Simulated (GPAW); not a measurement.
## BaS (Fm-3m): one start, several treatments of the self-energy

Aim: compare treatments of exchange, screening and correlation for the gap of BaS (Fm-3m).

Main program and level: GPAW 26.7.0; PBE and many-body steps on it, plane waves.

## Step 1: Starting point

It takes space group Fm-3m (No. 225, cubic). Conventional cell: a = 6.388 Å, b = 6.388 Å, c = 6.388 Å, α = 90.00°, β = 90.00°, γ = 90.00°. Ba has 6 S at 3.19 Å nearest. Nearest to S lie 6 Ba at 3.19 Å. Farther neighbours and most contacts between anions are not listed.

Structure file:

```
Ba S
1.0
     0.00000    3.19375    3.19375
     3.19375    0.00000    3.19375
     3.19375    3.19375    0.00000
Ba S
1 1
Direct
  0.00000 0.00000 0.00000
  0.50000 0.50000 0.50000
```

The cell and positions come from the Crystallography Open Database and are kept as given unless a step says otherwise. Spin-orbit coupling is left out unless a step names it.

## Step 2: Empty states on the mesh, 4×4×4 mesh, 778 bands

This step: GPAW 26.7.0; DFT, PBE, plane waves, PAW.

The sums over transitions need many empty states on a uniform mesh; this step solves for them.

run.py reads:

```python
import json
import numpy as np
from gpaw.mpi import world
from gpaw import GPAW

calc = GPAW('gs.gpw').fixed_density(kpts={'size': (4, 4, 4), 'gamma': True},
    parallel={'domain': 1, 'band': 1},
    txt='nscf.txt')
calc.diagonalize_full_hamiltonian(nbands=778)
calc.write('full.gpw', mode='all')
res = {}
kpts = calc.get_ibz_k_points()
res['kpts'] = kpts
res['eigenvalues'] = [calc.get_eigenvalues(kpt=k) for k in range(len(kpts))]
res['n_electrons'] = calc.get_number_of_electrons()

if world.rank == 0:
    with open('result.json', 'w') as f:
        json.dump(res, f, default=lambda x: x.tolist())
```

The run is started by

```sh
$ mpirun -n 4 gpaw python run.py
```

Numbers of over 12 decimals in the logs are rounded to 6 here.

Log:

```text
Diagonalizing LCAO Hamiltonian
Converting LCAO to pw mode
convergence criteria:
- Maximum integral of absolute [eigenst]ate change: 4e-08 eV^2 / valence electron
maximum number of iterations: 100

SCF iterations
|iter     |     time |      energy | eigst |  dens |
|iter:   1|  |             | +1.71 |       |
|iter:   2|  |             | +0.53 |       |
|iter:   3|  |             | -0.19 |       |
[...]
|iter:  11|  |             | -6.39 |       |
|iter:  12|  |             | -7.06 |       |
|iter:  13|  |             | -7.67c|       |
SCF steps: 13
  __  _  _
 | _ |_)|_||  |
 |__||  | ||/\| - 26.7.0

Input parameters:
  mode=PW(ecut=450.000000),
  convergence={'density': 1e-06, 'bands': -3},
  gpts=array([24, 24, 24]),
  kpts=MonkhorstPack(size=(4, 4, 4), gamma=True),
  maxiter=100,
  nbands=15,
  occupations=Occupations(name='fermi-dirac', width=0.001, fixmagmom=False),
  parallel={'domain': 1, 'band': 1},
  xc=XC(name='PBE')
Matrix size: 1411x1411
# Writing to full.gpw (mode='all')
  [... matrices ...]

timing:  # [seconds]
  Total: 9.264  # ━━━━━━━━━━━━━━━━━━━━━━━━━━━━━━━━━━━━━━━━━━━━━━━━━━━━━━━━━━━
```

Wall time 14 s (4 MPI ranks of Arm Neoverse V1, shared host); peak memory 1.4 GiB.

Numbers from this step:

| Quantity | Value |
| --- | --- |
| gap | 2.132 eV |
| k of the valence top | 0, 0, 0 |
| k of the conduction bottom | 0.5, 0.5, 0 |
| least direct gap | 2.262 eV |
| k points computed | 8 |
| lowest point of the top converged band, above the valence top | 288.6288 eV |

On this mesh the gap is 2.132 eV.

## Step 3: G0W0, Godby-Needs plasmon pole

Now the one-shot GW correction: screening in the RPA, then the self-energy of the levels asked for.

This step: G0W0 on PBE, plane waves, PAW.

run.py reads:

```python
import json
import numpy as np
from gpaw.mpi import world
from gpaw.response.g0w0 import G0W0

gw = G0W0('full.gpw',
    filename='gw',
    kpts=[0, 5],
    bands=(6, 10),
    ecut=180,
    nbands=357,
    integrate_gamma='WS',
    ppa=True)
gw.calculate()
res = {mode: {k: v for k, v in r.items() if k != 'sigma_eskwn'}
       for mode, r in gw.all_results.items()}

if world.rank == 0:
    with open('result.json', 'w') as f:
        json.dump(res, f, default=lambda x: x.tolist())
```

The run is started by

```sh
$ mpirun -n 4 gpaw python run.py
```

Log:

```text
Using integrator: PointIntegrator
FrequencyGridDescriptor(from 0.000+0.000j to 0.000+27.211j eV, 2 points)
Nonperiodic BCs:  [False False False]
Using integrator: PointIntegrator
FrequencyGridDescriptor(from 0.000+0.000j to 0.000+27.211j eV, 2 points)
Nonperiodic BCs:  [False False False]
  ___  _ _ _
 |   || | | |
 | | || | | |
 |__ ||_____|
 |___|

BZ k-points: Symmetries present (total): 48

  [... matrices ...]
64 k-points: 4 x 4 x 4 Monkhorst-Pack grid + [1/8,1/8,1/8]
8 k-points in the irreducible part of the Brillouin zone
       k-points in crystal coordinates                weights
   0:     0.00000000    0.00000000    0.00000000          1/64
   1:     0.25000000    0.25000000    0.00000000          6/64
   2:     0.25000000    0.25000000    0.25000000          8/64
   3:     0.50000000    0.25000000   -0.25000000          6/64
   4:     0.50000000    0.25000000    0.25000000         12/64
   5:     0.50000000    0.50000000    0.00000000          3/64
   6:     0.50000000    0.50000000    0.25000000         24/64
   7:     0.50000000    0.50000000    0.50000000          4/64

Distributing spins, k-points and bands (1 x 2 x 4) over 4 processes
Number of blocks: 1

Quasi particle states:
k-points (IBZ indices): [0, 5]
Band range: (6, 10)
  [... matrices ...]
Computational parameters:
Plane wave cut-off: 180 eV
Number of bands: 357
Coulomb cutoff: None
Broadening: 0.1 eV

fxc modes: GW
Kernel: RPA
Using Godby-Needs plasmon-pole approximation:
  Fitting energy: i*E0, E0 = 1.000 Hartree
Summing all q:

Calculating screened Coulomb potential
No Coulomb truncation
FrequencyGridDescriptor(from 0.000+0.000j to 0.000+27.211j eV, 2 points)
Removing empty qpoint cache files...

Calculating chi0 body with:
    Ground state adapter containing:
    Number of spins: 1
    Number of kpoints: 64
    Number of irreducible kpoints: 8
    Number of completely occupied states: 8
    Number of partially occupied states: 8
    Occupied states memory: 1.6875 M / cpu

    Linear response parametrization:
    q_c: [0.0, 0.0, 0.0]
    Number of frequency points: 2
    Planewave cutoff: 180.0
    Number of bands: 357
    Number of planewaves: 339
    Broadening (eta): 1e-06
    comm.size: 4
    kncomm.size: 4
    blockcomm.size: 1

    Memory estimate of potentially large arrays:
        chi0_wGG: 3.507111 M / cpu
Integrating chi0 body.

Symmetries of q_c:
    Direct symmetries (Uq -> q): 48
    Indirect symmetries (TUq -> q): 0
In total 48 allowed symmetries.

  [... matrices ...]
8 groups of equivalent kpoints. 87.5% reduction.

Integral kind: response function
Integrating chi0 head and wings.

Symmetries of q_c:
    Direct symmetries (Uq -> q): 48
    Indirect symmetries (TUq -> q): 0
In total 48 allowed symmetries.

  [... matrices ...]
8 groups of equivalent kpoints. 87.5% reduction.

Integral kind: response function wings

Calculating chi0 body with:
    Ground state adapter containing:
    Number of spins: 1
    Number of kpoints: 64
    Number of irreducible kpoints: 8
    Number of completely occupied states: 8
    Number of partially occupied states: 8
    Occupied states memory: 1.6875 M / cpu

    Linear response parametrization:
[... the further q-points ...]

Results:
f:      Occupation numbers
eps:     KS-eigenvalues [eV]
vxc:     KS vxc [eV]
exx:     Exact exchange [eV]
sigma:   Self-energies [eV]
dsigma:  Self-energy derivatives
Z:       Renormalization factors
qp:      QP-energies [eV]

k-point 0 (0): (0.000, 0.000, 0.000)                GW
band       f     eps     vxc     exx   sigma  dsigma       Z      qp
                                                                   GW
   6   1.000   4.862 -14.538 -17.551   1.584  -0.277   0.783   3.743
   7   1.000   4.862 -14.538 -17.551   1.584  -0.277   0.783   3.743
   8   0.000   8.483  -9.616  -5.634  -3.808  -0.205   0.830   8.627
   9   0.000   8.753  -9.953  -5.440  -3.932  -0.205   0.830   9.234

k-point 1 (5): (0.500, 0.500, 0.000)                GW
band       f     eps     vxc     exx   sigma  dsigma       Z      qp
                                                                   GW
   6   1.000   4.732 -14.595 -17.680   1.632  -0.275   0.784   3.593
   7   1.000   4.732 -14.595 -17.680   1.632  -0.275   0.784   3.593
   8   0.000   6.994  -8.659  -4.825  -3.551  -0.201   0.832   7.230
   9   0.000  10.812 -12.593  -7.512  -4.113  -0.214   0.824  11.609
```

The job ended after 3.4 min (4 MPI ranks; peak memory 1.6 GiB).

This step gave:

- G0W0 gap on the points computed: 3.487 eV
- least direct G0W0 gap on the computed points: 3.637 eV
- Z at the valence top: 0.7828
- Z at the conduction bottom: 0.8325
- starting gap on the mesh: 2.132 eV
- k of the valence top: 0, 0, 0
- k of the conduction bottom: 0.5, 0.5, 0

The gap on the mesh goes from 2.13 eV to 3.49 eV, a correction of +1.35 eV.

## Step 4: One-shot HSE06

This step: one-shot HSE06 levels on PBE orbitals, plane waves, PAW.

run.py reads:

```python
import json
import numpy as np
from gpaw.mpi import world
from gpaw.hybrids.eigenvalues import non_self_consistent_eigenvalues

dft, vxc, vxc_hyb = non_self_consistent_eigenvalues('full.gpw', 'HSE06', 6, 10, kpt_indices=[0, 5])
res = {'dft': dft[0], 'hybrid': (dft - vxc + vxc_hyb)[0]}
if world.rank == 0:
    with open('hybrid.txt', 'w') as f:
        for k, e0, e1 in zip([0, 5], res['dft'], res['hybrid']):
            print(k, ' '.join(f'{x:9.4f}' for x in e0), '|', ' '.join(f'{x:9.4f}' for x in e1), file=f)

if world.rank == 0:
    with open('result.json', 'w') as f:
        json.dump(res, f, default=lambda x: x.tolist())
```

The run is started by

```sh
$ mpirun -n 4 gpaw python run.py
```

Log:

```text
IBZ(<points: 8, symmetries: 48>)
Occupied bands: 8
Transforming wave functions from IBZ to BZ: 0.027 seconds
Distributing wave functions and iFFT-ing to real space: 0.140 seconds
Calculating eigenvalues:
  k-points: 2
  Bands: 6-9 (inclusive)
  Seconds: 0.441 (wave-function broadcasting: 0.008 seconds)
HSE06-eigenvalue shifts:
  min: -0.722 eV
  ave: -0.176 eV
  max: 0.569 eV
```

Run time: 3.8 s. Hardware: 4 MPI ranks; peak memory 0.46 GiB.

Numbers from this step:

* starting gap on the mesh: 2.132 eV
* hybrid gap on the mesh: 3.077 eV
* least direct hybrid gap on the computed points: 3.218 eV

## Step 5: G0W0, extrapolated in the cutoff

This step: G0W0 on PBE, plane waves, PAW.

run.py reads:

```python
import json
import numpy as np
from gpaw.mpi import world
from gpaw.response.g0w0 import G0W0

gw = G0W0('full.gpw',
    filename='gw',
    kpts=[0, 5],
    bands=(6, 10),
    ecut=300.0,
    integrate_gamma='WS',
    ppa=True,
    ecut_extrapolation=True)
gw.calculate()
res = {mode: {k: v for k, v in r.items() if k != 'sigma_eskwn'}
       for mode, r in gw.all_results.items()}

if world.rank == 0:
    with open('result.json', 'w') as f:
        json.dump(res, f, default=lambda x: x.tolist())
```

The run is started by

```sh
$ mpirun -n 4 gpaw python run.py
```

Log:

```text
Using integrator: PointIntegrator
FrequencyGridDescriptor(from 0.000+0.000j to 0.000+27.211j eV, 2 points)
Nonperiodic BCs:  [False False False]
Using integrator: PointIntegrator
FrequencyGridDescriptor(from 0.000+0.000j to 0.000+27.211j eV, 2 points)
Nonperiodic BCs:  [False False False]
  ___  _ _ _
 |   || | | |
 | | || | | |
 |__ ||_____|
 |___|

BZ k-points: Symmetries present (total): 48

  [... matrices ...]
64 k-points: 4 x 4 x 4 Monkhorst-Pack grid + [1/8,1/8,1/8]
8 k-points in the irreducible part of the Brillouin zone
       k-points in crystal coordinates                weights
   0:     0.00000000    0.00000000    0.00000000          1/64
   1:     0.25000000    0.25000000    0.00000000          6/64
   2:     0.25000000    0.25000000    0.25000000          8/64
[...]
6:     0.50000000    0.50000000    0.25000000         24/64
   7:     0.50000000    0.50000000    0.50000000          4/64

Distributing spins, k-points and bands (1 x 2 x 4) over 4 processes
Number of blocks: 1

Quasi particle states:
k-points (IBZ indices): [0, 5]
Band range: (6, 10)
  [... matrices ...]
Computational parameters:
Extrapolating to infinite plane wave cut-off using points at:
  258.532 eV
  277.345 eV
  300.000 eV
Number of bands: 768
Coulomb cutoff: None
Broadening: 0.1 eV

fxc modes: GW
Kernel: RPA
Using Godby-Needs plasmon-pole approximation:
  Fitting energy: i*E0, E0 = 1.000 Hartree
Summing all q:

Calculating screened Coulomb potential
No Coulomb truncation
FrequencyGridDescriptor(from 0.000+0.000j to 0.000+27.211j eV, 2 points)
Removing empty qpoint cache files...

Calculating chi0 body with:
    Ground state adapter containing:
    Number of spins: 1
    Number of kpoints: 64
    Number of irreducible kpoints: 8
[...]
chi0_wGG: 17.120392 M / cpu
Integrating chi0 body.

Symmetries of q_c:
    Direct symmetries (Uq -> q): 48
    Indirect symmetries (TUq -> q): 0
In total 48 allowed symmetries.

  [... matrices ...]
8 groups of equivalent kpoints. 87.5% reduction.

Integral kind: response function
Integrating chi0 head and wings.

Symmetries of q_c:
    Direct symmetries (Uq -> q): 48
    Indirect symmetries (TUq -> q): 0
In total 48 allowed symmetries.

  [... matrices ...]
8 groups of equivalent kpoints. 87.5% reduction.

Integral kind: response function wings

Calculating chi0 body with:
    Ground state adapter containing:
    Number of spins: 1
    Number of kpoints: 64
    Number of irreducible kpoints: 8
    Number of completely occupied states: 8
    Number of partially occupied states: 8
    Occupied states memory: 1.6875 M / cpu

    Linear response parametrization:
[... the further q-points ...]
Extrapolating selfenergy to infinite energy cutoff:
  Performing linear fit to 3 points
  Warning: Bad quality of linear fit for some (n,k).
           Higher cutoff might be necessary.
  Minimum R^2 = 0.8155. (R^2 Should be close to 1)
  [... matrices ...]
Results:
f:      Occupation numbers
eps:     KS-eigenvalues [eV]
vxc:     KS vxc [eV]
exx:     Exact exchange [eV]
sigma:   Self-energies [eV]
dsigma:  Self-energy derivatives
Z:       Renormalization factors
qp:      QP-energies [eV]

k-point 0 (0): (0.000, 0.000, 0.000)                GW
band       f     eps     vxc     exx   sigma  dsigma       Z      qp
                                                                   GW
   6   1.000   4.862 -14.538 -17.551   1.384  -0.279   0.782   3.588
   7   1.000   4.862 -14.538 -17.551   1.384  -0.279   0.782   3.588
   8   0.000   8.483  -9.616  -5.634  -3.937  -0.206   0.829   8.521
[...]
k-point 1 (5): (0.500, 0.500, 0.000)                GW
band       f     eps     vxc     exx   sigma  dsigma       Z      qp
                                                                   GW
[...]
8   0.000   6.994  -8.659  -4.825  -3.617  -0.202   0.832   7.174
   9   0.000  10.812 -12.593  -7.512  -4.256  -0.213   0.825  11.492
```

Wall time 52 min (4 MPI ranks); peak memory 2.6 GiB.

This step gave:

```
quasiparticle gap on the points computed              : 3.586 eV
least direct quasiparticle gap on the computed points : 3.738 eV
Z at the valence top                                  : 0.7820
Z at the conduction bottom                            : 0.8322
starting gap on the mesh                              : 2.132 eV
k of the valence top                                  : 0, 0, 0
k of the conduction bottom                            : 0.5, 0.5, 0
gaps at the cutoffs of the extrapolation              : 3.529, 3.535, 3.540 eV
```

Against G0W0 in GPAW (4×4×4 mesh, 357 bands, screening to 180 eV, Godby-Needs plasmon pole), the gap moves by +0.099 eV.

## Step 6: One-shot Hartree-Fock

This step: one-shot Hartree-Fock levels on PBE orbitals, plane waves, PAW.

run.py reads:

```python
import json
import numpy as np
from gpaw.mpi import world
from gpaw.hybrids.eigenvalues import non_self_consistent_eigenvalues

dft, vxc, vxc_hyb = non_self_consistent_eigenvalues('full.gpw', 'EXX', 6, 10, kpt_indices=[0, 5])
res = {'dft': dft[0], 'hybrid': (dft - vxc + vxc_hyb)[0]}
if world.rank == 0:
    with open('hybrid.txt', 'w') as f:
        for k, e0, e1 in zip([0, 5], res['dft'], res['hybrid']):
            print(k, ' '.join(f'{x:9.4f}' for x in e0), '|', ' '.join(f'{x:9.4f}' for x in e1), file=f)

if world.rank == 0:
    with open('result.json', 'w') as f:
        json.dump(res, f, default=lambda x: x.tolist())
```

The run is started by

```sh
$ mpirun -n 4 gpaw python run.py
```

Log:

```text
IBZ(<points: 8, symmetries: 48>)
Occupied bands: 8
Transforming wave functions from IBZ to BZ: 0.026 seconds
Distributing wave functions and iFFT-ing to real space: 0.176 seconds
Calculating eigenvalues:
  k-points: 2
  Bands: 6-9 (inclusive)
  Seconds: 0.656 (wave-function broadcasting: 0.008 seconds)
HSE06-eigenvalue shifts:
  min: -3.085 eV
  ave: 0.652 eV
  max: 5.081 eV
```

It took 3.7 s on 4 MPI ranks; peak memory 0.48 GiB.

This step gave:

* starting gap on the mesh: 2.132 eV
* hybrid gap on the mesh: 8.979 eV
* least direct hybrid gap on the computed points: 9.181 eV

## Step 7: G0W0, full frequency, Hilbert transform

This step: G0W0 on PBE, plane waves, PAW.

run.py reads:

```python
import json
import numpy as np
from gpaw.mpi import world
from gpaw.response.g0w0 import G0W0

gw = G0W0('full.gpw',
    filename='gw',
    kpts=[0, 5],
    bands=(6, 10),
    ecut=180,
    nbands=357,
    integrate_gamma='WS',
    frequencies={'type': 'nonlinear', 'domega0': 0.1, 'omega2': 15.0},
    eta=0.1,
    nblocksmax=True)
gw.calculate()
res = {mode: {k: v for k, v in r.items() if k != 'sigma_eskwn'}
       for mode, r in gw.all_results.items()}

if world.rank == 0:
    with open('result.json', 'w') as f:
        json.dump(res, f, default=lambda x: x.tolist())
```

The run is started by

```sh
$ mpirun -n 4 gpaw python run.py
```

Log:

```text
Using integrator: PointIntegrator
NonLinearFrequencyDescriptor(from 0.000 to 201.651 eV, 308 points)
Nonperiodic BCs:  [False False False]
Using integrator: PointIntegrator
NonLinearFrequencyDescriptor(from 0.000 to 201.651 eV, 308 points)
Nonperiodic BCs:  [False False False]
  ___  _ _ _
 |   || | | |
 | | || | | |
 |__ ||_____|
 |___|

BZ k-points: Symmetries present (total): 48

  [... matrices ...]
64 k-points: 4 x 4 x 4 Monkhorst-Pack grid + [1/8,1/8,1/8]
8 k-points in the irreducible part of the Brillouin zone
       k-points in crystal coordinates                weights
[...]
GW
   6   1.000   4.862 -14.538 -17.551   1.586  -0.287   0.777   3.753
   7   1.000   4.862 -14.538 -17.551   1.586  -0.287   0.777   3.753
   8   0.000   8.483  -9.616  -5.634  -3.769  -0.254   0.797   8.654
[...]
k-point 1 (5): (0.500, 0.500, 0.000)                GW
band       f     eps     vxc     exx   sigma  dsigma       Z      qp
                                                                   GW
[...]
8   0.000   6.994  -8.659  -4.825  -3.503  -0.229   0.813   7.263
   9   0.000  10.812 -12.593  -7.512  -4.131  -0.261   0.793  11.565
```

Elapsed: 8.8 min, on 4 MPI ranks; peak memory 4.4 GiB; 35 min of CPU time.

Numbers from this step:

```
G0W0 gap on the points computed              : 3.510 eV
least direct G0W0 gap on the computed points : 3.635 eV
starting gap on the mesh                     : 2.132 eV
k of the valence top                         : 0, 0, 0
k of the conduction bottom                   : 0.5, 0.5, 0
```

Against G0W0 in GPAW (4×4×4 mesh, 357 bands, screening to 180 eV, Godby-Needs plasmon pole), the gap moves by +0.023 eV.

## Step 8: The runs together

Times are wall times on 4 MPI ranks of Arm Neoverse V1, shared host, good to a factor of about two.

```
                                    run   mesh  bands  screening cutoff (eV)  DFT gap (eV)  gap on the mesh (eV)  direct (eV)     time
         G0W0, Godby-Needs plasmon pole  4×4×4    357                    180         2.132                 3.487        3.637  3.4 min
                         one-shot HSE06  4×4×4      -                      -         2.132                 3.077        3.218    3.8 s
       G0W0, extrapolated in the cutoff  4×4×4      -                    300         2.132                 3.586        3.738   52 min
                  one-shot Hartree-Fock  4×4×4      -                      -         2.132                 8.979        9.181    3.7 s
G0W0, full frequency, Hilbert transform  4×4×4    357                    180         2.132                 3.510        3.635  8.8 min
```

## Step 9: Outcome

```json
{
 "G0W0, Godby-Needs plasmon pole": "3.487 eV",
 "one-shot HSE06": "3.077 eV",
 "G0W0, extrapolated in the cutoff": "3.586 eV",
 "one-shot Hartree-Fock": "8.979 eV",
 "G0W0, full frequency, Hilbert transform": "3.510 eV",
 "known limits": "not at the basis limit; no spin-orbit coupling"
}
```

One-shot HSE06: −0.410 eV against G0W0, Godby-Needs plasmon pole. G0W0, extrapolated in the cutoff: +0.099 eV against G0W0, Godby-Needs plasmon pole, at other bands or cutoff, so not like for like. One-shot Hartree-Fock: +5.492 eV against G0W0, Godby-Needs plasmon pole. G0W0, full frequency, Hilbert transform: +0.023 eV against G0W0, Godby-Needs plasmon pole. Bare exchange alone opens the gap to 8.98 eV; against G0W0, correlation takes back 5.49 eV. One-shot hybrid levels are evaluated on the PBE orbitals. Bands and cutoff are finite, so the gap is not at the basis limit. The miss can reach some tenths of an eV and take either sign; the mesh is an error of its own. These stock PAW sets were not made for GW. In the G0W0 runs levels were corrected at 2 k points alone, so a gap called «on the mesh» is the least over those, and an edge elsewhere would be missed. The program warns of a poor linear fit in the extrapolation of some level, so the extrapolated values are rough. The many-body steps are scalar-relativistic: spin-orbit coupling is not in them.

[Paths, hosts, dates, memory and timing lines, banners, echoed tables and standing remarks are left out of the program output.]

[Logs are printed without paths, hosts, clocks, repeated set-up lines and the standing remarks that a program may print on its own settings, such as how far it seeks lower states.]

[Runs of the session that timed out or met a known fault of the program may be left out.]

[Hosts, paths, dates, database ids (printed as entryN), source tags and the programs' standing remarks are cut or masked in the printed files.]
